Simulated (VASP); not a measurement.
# Hf in VASP: convergence with k mesh

Aim: find how far k mesh must go before the results for Hf settle, at PBE. This setting moves, with any that are tied to it; all else stays.

Everything below comes from runs of VASP 6.6.1. Logs are shortened: lines on timing, memory, paths and dates and some standing lists are left out, and cuts for length are marked.

### Step 1. The slab as given

The cell holds a slab with vacuum, 5 atoms: a = 3.140 Å, b = 3.140 Å, c = 23.880 Å, α = 90.00°, β = 90.00°, γ = 90.00°.

The slab is cut from a database's or a generator's crystal, which needn't be the stable form of the element.

### Step 2. With k mesh 2 × 2 × 1

Input file INCAR:

```
  ALGO = Normal
  EDIFF = 1E-6
  ENCUT = 520
  GGA = PE
  ISIF = 2
  ISMEAR = 0
  LASPH = T
  LCHARG = F
  LREAL = F
  LWAVE = F
  NBANDS = 33
  NELM = 60
  PREC = Accurate
  SIGMA = 0.02
```

Input file KPOINTS:

```
k-points
0
Gamma
  2 2 1
```

Input file POSCAR:

```
Hf
1.0
    3.1395541085      0.0000000000      0.0000000000
    0.0000000000      3.1395541085      0.0000000000
    0.0000000000      0.0000000000     23.8800000000
Hf
5
Direct
    0.5000000000      0.5000000000      0.3140703518
    0.0000000000      0.0000000000      0.4070351759
    0.5000000000      0.5000000000      0.5000000000
    0.0000000000      0.0000000000      0.5929648241
    0.5000000000      0.5000000000      0.6859296482
```

Potentials or basis: VASP PAW PBE potentials, release 64 (Hf_pv).

Launch:

```console
$ cat potpaw_PBE.64/Hf_pv/POTCAR > POTCAR
$ mpirun -np 1 vasp_std > vasp.out
```

Wall time 76 s (1 thread of Intel Xeon 6975P-C (Granite Rapids), shared host); peak memory 0.29 GiB.

The run did not converge.

### Step 3. With k mesh 3 × 3 × 1

INCAR is that of step 2.

Input file KPOINTS:

```
k-points
0
Gamma
  3 3 1
```

POSCAR is that of step 2.

Potentials or basis: VASP PAW PBE potentials, release 64 (Hf_pv).

Launch:

```console
$ cat potpaw_PBE.64/Hf_pv/POTCAR > POTCAR
$ mpirun -np 1 vasp_std > vasp.out
```

OUTCAR:

```text
EDIFF = 1E-6
   ENCUT = 520
   GGA = PE
   ISIF = 2
   ISMEAR = 0
   LASPH = T
   LREAL = F
   NELM = 60
   PREC = Accurate

 Found      3 irreducible k-points:

 Following reciprocal coordinates:
            Coordinates               Weight
  0.000000  0.000000  0.000000      1.000000
  0.333333  0.000000  0.000000      4.000000
  0.333333  0.333333  0.000000      4.000000
   k-points           NKPTS =      3   k-points in BZ     NKDIM =      3   number of bands    NBANDS=     33
   number of dos      NEDOS =    301   number of ions     NIONS =      5
   total plane-waves  NPLWV = 103680
   dimension x,y,z NGX =    24 NGY =   24 NGZ =  180
   dimension x,y,z NGXF=    48 NGYF=   48 NGZF=  360
   ions per type =               5
   NGX,Y,Z   is equivalent  to a cutoff of  12.71, 12.71, 12.53 a.u.
   NGXF,Y,Z  is equivalent  to a cutoff of  25.42, 25.42, 25.06 a.u.
 SYSTEM =  unknown system
   PREC   = accura    normal or accurate (medium, high low for compatibility)
   ISTART =      0    job   : 0-new  1-cont  2-samecut
   ICHARG =      2    charge: 1-file 2-atom 10-const
   ISPIN  =      1    spin polarized calculation?
   LNONCOLLINEAR =      F non collinear calculations
   LSORBIT =      F    spin-orbit coupling
   LASPH  =      T    aspherical Exc in radial PAW
   ENCUT  =  520.0 eV  38.22 Ry    6.18 a.u.   5.84  5.84 44.40*2*pi/ulx,y,z
   NELM   =     60;   NELMIN=  2; NELMDL= -5     # of ELM steps
   EDIFF  = 0.1E-05   stopping-criterion for ELM
   LREAL  =      F    real-space projection
   EDIFFG = 0.1E-04   stopping-criterion for IOM
   NSW    =      0    number of steps for IOM
   IBRION =     -1    ionic relax: 0-MD 1-quasi-New 2-CG
[... 35 lines left out ...]

 Free energy of the ion-electron system (eV)
  ---------------------------------------------------
  ext. energy  EPLUGINS =         0.00000000
  ---------------------------------------------------
  free energy    TOTEN  =       -46.97992956 eV

  energy without entropy =      -46.96898045  energy(sigma->0) =      -46.97445500

 E-fermi :   0.2322     XC(G=0):  -6.2479

 val. band max:        0.2283377188   @ k =   0.3333   0.0000   0.0000
 cond. band min:       0.2591164633   @ k =   0.3333   0.0000   0.0000
 fundamental gap:      0.0307787445
 Fermi energy:         0.2321888517

 k-point     1 :       0.0000    0.0000    0.0000
  band No.  band energies     occupation
      1     -30.6431      2.00000
      2     -30.6319      2.00000
      3     -30.3306      2.00000
      4     -30.3306      2.00000
      5     -30.3300      2.00000
      6     -30.3300      2.00000
[... 97 lines left out ...]
     32       2.2202      0.00000
     33       3.0015      0.00000

------------------------ aborting loop because EDIFF is reached ----------------------------------------

  FORCE on cell =-STRESS in cart. coord.  units (eV):
  Direction    XX          YY          ZZ          XY          YZ          ZX
  --------------------------------------------------------------------------------------
  -------------------------------------------------------------------------------------
  Total       -2.5900972     -2.5900972     -1.3219556      0.0000000      0.0000000     -0.0000000
  in kB      -17.6301649    -17.6301649     -8.9982322      0.0000000      0.0000000     -0.0000000
  external PRESSURE =     -14.7528540 kB  Pullay stress =       0.0000000 kB

 VOLUME and BASIS-vectors are now :
 -----------------------------------------------------------------------------
  energy-cutoff  :      520.00
  volume of cell :      235.38
      direct lattice vectors                 reciprocal lattice vectors
     3.139554109  0.000000000  0.000000000     0.318516568  0.000000000  0.000000000
     0.000000000  3.139554109  0.000000000     0.000000000  0.318516568  0.000000000
     0.000000000  0.000000000 23.880000000     0.000000000  0.000000000  0.041876047

 POSITION                                       TOTAL-FORCE (eV/Angst)
 -----------------------------------------------------------------------------------
      1.56978      1.56978      7.50000         0.000000      0.000000      0.517522
      0.00000      0.00000      9.72000        -0.000000      0.000000     -0.732826
      1.56978      1.56978     11.94000        -0.000000     -0.000000      0.000000
      0.00000      0.00000     14.16000         0.000000     -0.000000      0.732826
      1.56978      1.56978     16.38000        -0.000000     -0.000000     -0.517522
 -----------------------------------------------------------------------------------
    total drift:                                0.000000      0.000000     -0.000000

  FREE ENERGIE OF THE ION-ELECTRON SYSTEM (eV)
  ---------------------------------------------------
  free  energy   TOTEN  =       -46.9799295621 eV

  energy  without entropy=      -46.9689804464  energy(sigma->0) =      -46.97445500
```

stdout:

```text
POSCAR found type information on POSCAR Hf
 POSCAR found :  1 types and       5 ions
 scaLAPACK will be used
 LDA part: xc-table for (Slater+PW92), standard interpolation
 POSCAR, INCAR and KPOINTS ok, starting setup
 FFT: planning ... GRIDC
 FFT: planning ... GRID_SOFT
 FFT: planning ... GRID
 WAVECAR not read
 entering main loop
```

Run time: 60 s. Hardware: 1 thread of Intel Xeon 6975P-C (Granite Rapids), shared host; peak memory 0.3 GiB.

Results:

```
Free energy            : -46.9799 eV
Largest force          : 0.733 eV/Å
Band gap on the k mesh : none (metal or under the smearing width)
```

### Step 4. With k mesh 4 × 4 × 1

INCAR is that of step 3.

Input file KPOINTS:

```
k-points
0
Gamma
  4 4 1
```

POSCAR is that of step 3.

Launch:

```console
$ cat potpaw_PBE.64/Hf_pv/POTCAR > POTCAR
$ mpirun -np 1 vasp_std > vasp.out
```

Run time: 79 s. Hardware: 1 thread of Intel Xeon 6975P-C (Granite Rapids), shared host; peak memory 0.3 GiB.

Results:

```yaml
Free_energy: -47.2213 eV
Largest_force: 1.102 eV/Å
Band_gap_on_the_k_mesh: none (metal or under the smearing width)
```

### Step 5. With k mesh 5 × 5 × 1

INCAR is that of step 4.

Input file KPOINTS:

```
k-points
0
Gamma
  5 5 1
```

POSCAR is that of step 4.

Launch:

```console
$ cat potpaw_PBE.64/Hf_pv/POTCAR > POTCAR
$ mpirun -np 1 vasp_std > vasp.out
```

Run time: 72 s. Hardware: 1 thread of Intel Xeon 6975P-C (Granite Rapids), shared host; peak memory 0.3 GiB.

What came out:

* Free energy: -47.2896 eV
* Largest force: 1.008 eV/Å
* Band gap on the k mesh: none (metal or under the smearing width)

### Step 6. With k mesh 6 × 6 × 1

INCAR is that of step 5.

Input file KPOINTS:

```
k-points
0
Gamma
  6 6 1
```

POSCAR is that of step 5.

Potentials or basis: VASP PAW PBE potentials, release 64 (Hf_pv).

Launch:

```console
$ cat potpaw_PBE.64/Hf_pv/POTCAR > POTCAR
$ mpirun -np 1 vasp_std > vasp.out
```

It took 1.9 min on 1 thread of Intel Xeon 6975P-C (Granite Rapids), shared host; peak memory 0.32 GiB.

Results:

| Property | Result |
| --- | --- |
| Free energy | -47.1826 eV |
| Largest force | 1.065 eV/Å |
| Band gap on the k mesh | none (metal or under the smearing width) |

### Step 7. With k mesh 8 × 8 × 1

INCAR is that of step 6.

Input file KPOINTS:

```
k-points
0
Gamma
  8 8 1
```

POSCAR is that of step 6.

Launch:

```console
$ cat potpaw_PBE.64/Hf_pv/POTCAR > POTCAR
$ mpirun -np 1 vasp_std > vasp.out
```

Wall time 2.3 min (1 thread of Intel Xeon 6975P-C (Granite Rapids), shared host); peak memory 0.34 GiB.

Results:

* Free energy: -47.2008 eV
* Largest force: 1.050 eV/Å
* Band gap on the k mesh: none (metal or under the smearing width)

### Step 8. With k mesh 10 × 10 × 1

INCAR is that of step 7.

Input file KPOINTS:

```
k-points
0
Gamma
  10 10 1
```

POSCAR is that of step 7.

Launch:

```console
$ cat potpaw_PBE.64/Hf_pv/POTCAR > POTCAR
$ mpirun -np 1 vasp_std > vasp.out
```

It took 3.8 min on 1 thread of Intel Xeon 6975P-C (Granite Rapids), shared host; peak memory 0.37 GiB.

Results:

* Free energy: -47.1811 eV
* Largest force: 1.077 eV/Å
* Band gap on the k mesh: none (metal or under the smearing width)

### Step 9. With k mesh 12 × 12 × 1

INCAR is that of step 8.

Input file KPOINTS:

```
k-points
0
Gamma
  12 12 1
```

POSCAR is that of step 8.

Potentials or basis: VASP PAW PBE potentials, release 64 (Hf_pv).

Launch:

```console
$ cat potpaw_PBE.64/Hf_pv/POTCAR > POTCAR
$ mpirun -np 1 vasp_std > vasp.out
```

Run time: 3.5 min. Hardware: 1 thread of Intel Xeon 6975P-C (Granite Rapids), shared host; peak memory 0.39 GiB.

What came out:

```
Free energy            : -47.1875 eV
Largest force          : 1.132 eV/Å
Band gap on the k mesh : none (metal or under the smearing width)
```

### Step 10. With k mesh 14 × 14 × 1

INCAR is that of step 9.

Input file KPOINTS:

```
k-points
0
Gamma
  14 14 1
```

POSCAR is that of step 9.

Launch:

```console
$ cat potpaw_PBE.64/Hf_pv/POTCAR > POTCAR
$ mpirun -np 1 vasp_std > vasp.out
```

Wall time 4.8 min (1 thread of Intel Xeon 6975P-C (Granite Rapids), shared host); peak memory 0.41 GiB.

It converged, with:

| Quantity | Value |
| --- | --- |
| Free energy | -47.1784 eV |
| Largest force | 1.092 eV/Å |
| Band gap on the k mesh | none (metal or under the smearing width) |

### Step 11. Summary

```
     k mesh  energy less the tightest run, at zero smearing (meV/atom)  largest force (eV/Å)  SCF cycles  CPU time (s)  peak memory (GiB)
  2 × 2 × 1                                              not converged                     -           -             -                  -
  3 × 3 × 1                                                      40.52                 0.733          49            56                0.3
  4 × 4 × 1                                                      -8.81                 1.102          41            75                0.3
  5 × 5 × 1                                                     -22.31                 1.008          37            69                0.3
  6 × 6 × 1                                                      -0.46                 1.065          40           110               0.32
  8 × 8 × 1                                                      -4.54                 1.050          36           140               0.34
10 × 10 × 1                                                      -0.41                 1.077          42           220               0.37
12 × 12 × 1                                                      -1.83                 1.132          36           210               0.39
14 × 14 × 1                                                       0.00                 1.092          41           280               0.41
```

Not settled before the last step: the energy (to 1 meV/atom), the largest force (to 0.005 eV/Å). Meshes of other sizes hit other points, so gaps and Fermi surfaces needn't settle smoothly. The tightest run that finished is the yardstick and may itself not be fully converged.
